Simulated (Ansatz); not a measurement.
## Magnetic orders of TiCo

Level of theory: DFT PBE, scalar-relativistic, plane waves, PAW in Ansatz.

```xyz
2
Lattice="2.9629 0.0000 0.0000 0.0000 2.9629 0.0000 0.0000 0.0000 2.9886" Properties=species:S:1:pos:R:3 pbc="T T T"
Co    0.0000    0.0000    0.0000
Ti    1.4815    1.4815    1.4943
```

* plane-wave cutoff: 420 eV
* Γ-centred k-mesh: 14×14×14
* occupation rule: Gaussian smearing, 0.1 eV
* list of starting moments (μB, in atom order): 3.5 0
* check for lower electronic states after the SCF: off

All runs keep this geometry, which isn't relaxed for the lowest state (largest force there 0.000 eV/Å, pressure 2.4 GPa) and needn't be a stable compound; relaxing each order can shift differences of a few meV. A propagation vector, in units of the reciprocal vectors, doubles the cell, which takes an equally dense mesh. Site moments are spin moments in atom-centred spheres that scale with the neighbour distance. The states are those that the runs reached from these starts; a lower one can exist.

Question: Starts tried: no spin; large parallel starting moments; antiferromagnetic, doubled cell, propagation vector (0, 0, 1/2); antiferromagnetic, doubled cell, propagation vector (0, 1/2, 0); antiferromagnetic, doubled cell, propagation vector (0, 1/2, 1/2). Which state comes out lowest, and what are the moments?

Answer: The lowest state is ferromagnetic, reached from the start “large parallel starting moments”, with site moments (μB) Co +0.96.

```csv
start,ends,energy above lowest (meV/atom),site moments (μB),gap on mesh (eV),P (GPa)
no spin,non-magnetic,21.5,none over 0.05,metal,0.0
large parallel starting moments,ferromagnetic,0.00,Co +0.96,metal,2.4
"antiferromagnetic, doubled cell, propagation vector (0, 0, 1/2)",antiferromagnetic,11.2,"Co +0.75, Co -0.75",metal,1.4
"antiferromagnetic, doubled cell, propagation vector (0, 1/2, 0)",antiferromagnetic,13.1,"Co +0.76, Co -0.76",metal,1.5
"antiferromagnetic, doubled cell, propagation vector (0, 1/2, 1/2)",antiferromagnetic,13.5,"Co +0.68, Co -0.68",metal,1.2
```

Cost: 5 runs of about 2.9 core-minutes in all, on Intel Xeon Platinum 8488C (Sapphire Rapids) (shared hosts).